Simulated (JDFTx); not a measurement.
# C in JDFTx: convergence with rho ratio

Aim: find how far rho ratio must go before the results for C settle, at BLYP. This setting moves, with any that are tied to it; all else stays.

Everything below comes from runs of JDFTx 1.7.0 (patched build). Logs are shortened: lines on timing, memory, paths and dates and some standing lists are left out, and cuts for length are marked. The log counts tension as positive stress, the text compression.

## (1) Starting point

The cell holds a slab with vacuum, 2 atoms: a = 2.456 Å, b = 2.456 Å, c = 8.524 Å, α = 90.00°, β = 90.00°, γ = 120.00°.

## (2) With rho ratio 4

Contents of C.in:

```
lattice \
    4.6414889220    -2.3207444610     0.0000000000 \
    0.0000000000     4.0196473179     0.0000000000 \
    0.0000000000     0.0000000000    16.1076538906
coords-type Lattice
ion C      0.6666666667     0.3333333333     0.0000000000 1
ion C      0.3333333333     0.6666666667     0.0000000000 1

ion-species pseudo/C.upf
elec-cutoff 41
elec-ex-corr gga-x-b88 gga-c-lyp
kpoint-folding 12 12 3
elec-smearing Fermi 0.0018374661
elec-n-bands 9
electronic-SCF nIterations 100 energyDiffThreshold 1e-09
electronic-minimize nIterations 30 energyDiffThreshold 1e-7
forces-output-coords Cartesian

dump-name run.$VAR
dump End Ecomponents EigStats BandEigs Kpoints Forces Stress
```

Potentials or basis: PseudoDojo-SR-PBE-0.5-standard with smoothed tails.

Run with:

```sh
$ jdftx -c 1 -i C.in -o C.out
```

The program printed:

```text
*************** JDFTx 1.7.0 (patched build) ***************

Input parsed successfully to the following command list (including defaults):
[... the input with its defaults ...]

---------- Setting up symmetries ----------

Found 24 point-group symmetries of the bravais lattice
Found 24 space-group symmetries with basis
Applied RMS atom displacement 2.67977e-10 bohrs to make symmetries exact.

---------- Initializing the Grid ----------
R =
[      4.64149     -2.32074            0  ]
[            0      4.01965            0  ]
[            0            0      16.1077  ]
unit cell volume = 300.523
G =
[     1.3537   0.781559         -0  ]
[          0    1.56312          0  ]
[          0         -0   0.390075  ]
Minimum fftbox size, Smin = [  28  28  96  ]
Chosen fftbox size, S = [  28  28  96  ]

---------- Exchange Correlation functional ----------
Initialized LibXC exchange functional 'Becke 88'
Initialized LibXC correlation functional 'Lee, Yang & Parr'

---------- Setting up pseudopotentials ----------
Width of ionic core gaussian charges (only for fluid interactions / plotting) set to 0

Reading pseudopotential file 'pseudo/C.upf':
  'C' pseudopotential, 'PBE' functional
  Generated using ONCVPSP code by D. R. Hamann
  4 valence electrons, 2 orbitals, 4 projectors, 1001 radial grid points, with lMax = 1
    2S    l: 0   occupation:  2.0   eigenvalue: -0.505335
    2P    l: 1   occupation:  2.0   eigenvalue: -0.194238
  Core radius for overlap checks: 1.21 bohrs.

Initialized 1 species with 2 total atoms.

Folded 1 k-points by 12x12x3 to 432 k-points.

---------- Setting up k-points, bands, fillings ----------
Reduced to 38 k-points under symmetry.
Computing the number of bands and number of electrons
[... 38 lines left out ...]
	FillingsUpdate:  mu: +0.002544407  nElectrons: 8.000000
SCF: Cycle:  4   F: -11.413008285676302   dF: -3.352e-04   |Residual|: 7.776e-03   |deigs|: 1.607e-02
	FillingsUpdate:  mu: +0.013242920  nElectrons: 8.000000
SCF: Cycle:  5   F: -11.413088990385548   dF: -8.070e-05   |Residual|: 2.954e-03   |deigs|: 9.896e-03
	FillingsUpdate:  mu: +0.022434090  nElectrons: 8.000000
SCF: Cycle:  6   F: -11.413110481784345   dF: -2.149e-05   |Residual|: 3.828e-03   |deigs|: 8.072e-03
	FillingsUpdate:  mu: +0.022569716  nElectrons: 8.000000
SCF: Cycle:  7   F: -11.413122102837756   dF: -1.162e-05   |Residual|: 1.148e-03   |deigs|: 2.817e-03
	FillingsUpdate:  mu: +0.023101712  nElectrons: 8.000000
SCF: Cycle:  8   F: -11.413122376078931   dF: -2.732e-07   |Residual|: 6.353e-04   |deigs|: 3.850e-03
	FillingsUpdate:  mu: +0.023330054  nElectrons: 8.000000
SCF: Cycle:  9   F: -11.413123298517018   dF: -9.224e-07   |Residual|: 1.199e-04   |deigs|: 2.800e-03
	FillingsUpdate:  mu: +0.023168401  nElectrons: 8.000000
SCF: Cycle: 10   F: -11.413123470612684   dF: -1.721e-07   |Residual|: 7.257e-05   |deigs|: 1.040e-03
	FillingsUpdate:  mu: +0.023194751  nElectrons: 8.000000
SCF: Cycle: 11   F: -11.413123512730930   dF: -4.212e-08   |Residual|: 1.452e-05   |deigs|: 1.896e-04
	FillingsUpdate:  mu: +0.023197520  nElectrons: 8.000000
SCF: Cycle: 12   F: -11.413123515265681   dF: -2.535e-09   |Residual|: 6.495e-06   |deigs|: 6.112e-05
	FillingsUpdate:  mu: +0.023204838  nElectrons: 8.000000
SCF: Cycle: 13   F: -11.413123516640480   dF: -1.375e-09   |Residual|: 2.396e-06   |deigs|: 3.119e-05
	FillingsUpdate:  mu: +0.023204576  nElectrons: 8.000000
SCF: Cycle: 14   F: -11.413123516962761   dF: -3.223e-10   |Residual|: 1.404e-06   |deigs|: 4.570e-05
	FillingsUpdate:  mu: +0.023204315  nElectrons: 8.000000
SCF: Cycle: 15   F: -11.413123517087053   dF: -1.243e-10   |Residual|: 8.627e-07   |deigs|: 1.454e-05
SCF: Converged (|Delta E|<1.000000e-09 for 2 iters).

Setting wave functions to eigenvectors of Hamiltonian

# Stress tensor in Cartesian coordinates [Eh/a0^3]:
[  -0.00018767            0            0  ]
[            0  -0.00018767            0  ]
[            0            0   1.8457e-06  ]

# Ionic positions in lattice coordinates:
ion C   0.666666666666667   0.333333333333333   0.000000000000000 1
ion C   0.333333333333333   0.666666666666667   0.000000000000000 1

# Forces in Cartesian coordinates:
force C  -0.000000000000000  -0.000000000000000   0.000000000000000 1
force C  -0.000000000000000   0.000000000000000   0.000000000000000 1

# Energy components:
   Eewald =        9.0904687224130019
       EH =       18.9141753852821779
     Eloc =      -43.6419463272866324
      Enl =       -0.5849009006058306
      Exc =       -4.2512405854369542
 Exc_core =        0.5808243065914143
       KE =        8.4795666394238527
-------------------------------------
     Etot =      -11.4130527596189726
       TS =        0.0000707574680806
-------------------------------------
        F =      -11.4131235170870529

IonicMinimize: Iter:   0  F: -11.413123517087053  |grad|_K:        nan
IonicMinimize: None of the convergence criteria satisfied after 0 iterations.

#--- Lowdin population analysis ---
# oxidation-state C +0.044 +0.044

Dumping 'run.eigStats' ...
	eMin: -0.696645 at state 0 ( [ +0.000000 +0.000000 +0.000000 ] spin 0 )
	HOMO: +0.023204 at state 37 ( [ +0.333333 +0.333333 +0.333333 ] spin 0 )
	mu  : +0.023204
	LUMO: +0.023205 at state 36 ( [ +0.333333 +0.333333 +0.000000 ] spin 0 )
	eMax: +0.518130 at state 37 ( [ +0.333333 +0.333333 +0.333333 ] spin 0 )
	HOMO-LUMO gap: +0.000001
	Optical gap  : +0.098394 at state 34 ( [ +0.250000 +0.333333 +0.000000 ] spin 0 )
Done!
```

Run time: 47 s. Hardware: 1 thread of Arm Neoverse V2, shared host; peak memory 0.1 GiB.

Results:

```
Free energy            : -310.5669 eV
Band gap on the k mesh : none (metal or under the smearing width)
```

## (3) With rho ratio 5

C.in: that of step 2 with these lines changed.

```diff
@@ -9,3 +9,3 @@
 ion-species pseudo/C.upf
-elec-cutoff 41
+elec-cutoff 41 205
 elec-ex-corr gga-x-b88 gga-c-lyp
```

Potentials or basis: PseudoDojo-SR-PBE-0.5-standard with smoothed tails.

Run with:

```sh
$ jdftx -c 1 -i C.in -o C.out
```

It took 51 s on 1 thread of Arm Neoverse V2, shared host; peak memory 0.1 GiB.

The run converged. Its results:

```yaml
Free_energy: -310.5668 eV
Band_gap_on_the_k_mesh: none (metal or under the smearing width)
```

## (4) With rho ratio 6

C.in: that of step 3 with these lines changed.

```diff
@@ -9,3 +9,3 @@
 ion-species pseudo/C.upf
-elec-cutoff 41 205
+elec-cutoff 41 246
 elec-ex-corr gga-x-b88 gga-c-lyp
```

Run with:

```sh
$ jdftx -c 1 -i C.in -o C.out
```

Wall time 55 s (1 thread of Arm Neoverse V2, shared host); peak memory 0.11 GiB.

The run converged. Its results:

- Free energy: -310.5669 eV
- Band gap on the k mesh: none (metal or under the smearing width)

## (5) With rho ratio 8

C.in: that of step 4 with these lines changed.

```diff
@@ -9,3 +9,3 @@
 ion-species pseudo/C.upf
-elec-cutoff 41 246
+elec-cutoff 41 328
 elec-ex-corr gga-x-b88 gga-c-lyp
```

Run with:

```sh
$ jdftx -c 1 -i C.in -o C.out
```

Run time: 55 s. Hardware: 1 thread of Arm Neoverse V2, shared host; peak memory 0.13 GiB.

The run converged. Its results:

```
Free energy            : -310.5669 eV
Band gap on the k mesh : none (metal or under the smearing width)
```

## (6) With rho ratio 10

C.in: that of step 5 with these lines changed.

```diff
@@ -9,3 +9,3 @@
 ion-species pseudo/C.upf
-elec-cutoff 41 328
+elec-cutoff 41 410
 elec-ex-corr gga-x-b88 gga-c-lyp
```

Potentials or basis: PseudoDojo-SR-PBE-0.5-standard with smoothed tails.

Run with:

```sh
$ jdftx -c 1 -i C.in -o C.out
```

Run time: 60 s. Hardware: 1 thread of Arm Neoverse V2, shared host; peak memory 0.17 GiB.

It converged, with:

```yaml
Free_energy: -310.5668 eV
Band_gap_on_the_k_mesh: none (metal or under the smearing width)
```

## (7) Summary

```tsv
rho ratio	energy less the tightest run, at zero smearing (meV/atom)	SCF cycles	CPU time (s)	peak memory (GiB)
4	-0.04	16	47	0.1
5	0.02	16	51	0.1
6	-0.01	16	55	0.11
8	-0.01	16	55	0.13
10	0.00	16	60	0.17
```

Against the tightest run, the energy stays within 1 meV/atom from 4 on. The tightest run that finished is the yardstick and may itself not be fully converged.
